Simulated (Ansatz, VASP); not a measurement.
## Two plane-wave programs on Cd

Contents of INCAR:

```
SYSTEM = Cd
ALGO = Fast
EDIFF = 1E-6
ENCUT = 520
GGA = PS
ISIF = 2
ISMEAR = 0
LASPH = .TRUE.
LCHARG = .TRUE.
LELF = .TRUE.
LREAL = .FALSE.
LVHAR = .TRUE.
LWAVE = .FALSE.
NBANDS = 12
NELM = 100
PREC = Accurate
SIGMA = 0.15
```

KPOINTS

```
k-points
0
G
  18 18 18
  0 0 0
```

POSCAR

```
Cd
1.0
   -1.7843220000      1.6504978500      1.6504978500
    1.7843220000     -1.9181461500      1.9181461500
    1.7843220000      1.9181461500     -1.9181461500
Cd
1
Direct
    0.0000000000      0.0000000000      0.0000000000
```

Input for Ansatz:

```yaml
crystal:
  lattice:
    - [-1.784322, 1.65049785, 1.65049785]
    - [1.784322, -1.91814615, 1.91814615]
    - [1.784322, 1.91814615, -1.91814615]
  atoms:
    - { symbol: Cd, position: [0.0, 0.0, 0.0] }
basis:
  ecutwfc: 420
kpoints:
  mp_grid: { grid: [18, 18, 18] }
hamiltonian:
  xc: pbesol
scf:
  occupations: { method: gaussian, width: 0.15 }
output:
  forces: true
  stress: true
  eigenvalues: true
```

Change from the starting cell: strain -0.1500 x Voigt [0, 0, 0, 1, 0, 0], atoms carried along.

Alike in both runs: task single point; functional PBEsol; k mesh 18 × 18 × 18; occupations gaussian, width 0.15 eV; no spin polarisation.

|  | VASP | Ansatz |
| --- | --- | --- |
| version | VASP 6.6.1 | Ansatz 0.2.0 |
| potentials or method | VASP PAW PBE potentials, release 64 (Cd) | scalar-relativistic, plane waves, PAW |
| plane-wave cutoff (eV) | 520 | 420 |
| valence electrons in the cell | 12 | 20 |

```tsv
	VASP	Ansatz	Ansatz less VASP
gap on the k mesh at the Fermi level (eV)	none	none	-
pressure (GPa)	-1.6	-1.9	-0.31
largest component of the traceless stress (GPa)	1.41	1.30	-0.108
```

A gap of «none» marks a metal or a gap that the smearing closes. The two sets of potentials don't hold the same shells in valence.

Caveats: the PAW data sets were made with another functional, which shifts forces and pressure a little (VASP).
